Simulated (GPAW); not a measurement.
Runs of GPAW 26.7.0 on InP. Symmetry: F-43m, No. 216, cubic system. The conventional cell has a = 5.741 Å, b = 5.741 Å, c = 5.741 Å, α = 90.00°, β = 90.00°, γ = 90.00°. In (site symmetry -43m) is surrounded by 4 P at 2.49 Å. Around P (site symmetry -43m) lie 4 In at 2.49 Å. 

| task | level | potentials or basis | cell | k mesh | cutoff (eV) | smearing | response ecut | maxiter | response k mesh | response bands | kernels | gap on the mesh (eV) | pressure (GPa) |
| --- | --- | --- | --- | --- | --- | --- | --- | --- | --- | --- | --- | --- | --- |
| dielectric tensor | PBE | GPAW PAW data sets (gpaw-data 1.2.1), pw | F-43m, 23.66 Å³/atom | 6 × 6 × 6 | 450 | fermi-dirac 0.001 eV | 80 eV | 150 | 20 × 20 × 20 | 29 | ["RPA"] | 1.04 | - |
| dielectric tensor | PBE | GPAW PAW data sets (gpaw-data 1.2.1), pw | F-43m, 24.66 Å³/atom | 6 × 6 × 6 | 450 | fermi-dirac 0.001 eV | 80 eV | 150 | 20 × 20 × 20 | 29 | ["RPA"] | 0.82 | - |
| dielectric tensor | PBE | GPAW PAW data sets (gpaw-data 1.2.1), pw | F-43m, 24.16 Å³/atom | 6 × 6 × 6 | 450 | fermi-dirac 0.001 eV | 80 eV | 150 | 20 × 20 × 20 | 29 | ["RPA"] | 0.93 | - |
| dielectric tensor | PBE | GPAW PAW data sets (gpaw-data 1.2.1), pw | F-43m, 25.17 Å³/atom | 6 × 6 × 6 | 450 | fermi-dirac 0.001 eV | 80 eV | 150 | 20 × 20 × 20 | 29 | ["RPA"] | 0.71 | - |
| dielectric tensor | PBE | GPAW PAW data sets (gpaw-data 1.2.1), pw | F-43m, 25.67 Å³/atom | 6 × 6 × 6 | 450 | fermi-dirac 0.001 eV | 80 eV | 150 | 20 × 20 × 20 | 29 | ["RPA"] | 0.60 | - |
| single point | PBE | GPAW PAW data sets (gpaw-data 1.2.1), pw | F-43m, 25.17 Å³/atom | 6 × 6 × 6 | 450 | fermi-dirac 0.05 eV | - | 120 | - | - | - | 0.71 | 2.0 |
| dielectric tensor | PBE | GPAW PAW data sets (gpaw-data 1.2.1), pw | F-43m, 26.17 Å³/atom | 6 × 6 × 6 | 450 | fermi-dirac 0.001 eV | 80 eV | 150 | 20 × 20 × 20 | 29 | ["RPA"] | (b) | - |
| electron localisation function | OLYP | PAW data sets generated in the run's folder for this functional, pw | F-43m, 25.17 Å³/atom | 5 × 5 × 5 | 510 | fermi-dirac 0.01 eV | - | 150 | - | - | - | 1.04 | (a) |

Alike in all rows: no spin polarisation.

Estimate the missing entries.

(a) 3.9; (b) 0.49.

Caveats: spin-orbit coupling is left out, which moves the levels of the heavy elements; the long-wavelength limit can be off by a per cent or two (some runs); the gap is small at this level, which inflates the dielectric constant (some runs); the cutoff is short for stress and forces, so pressures can be off by a GPa or more (some runs).

A k mesh can miss the band edges, and the runs leave out spin-orbit coupling on In.
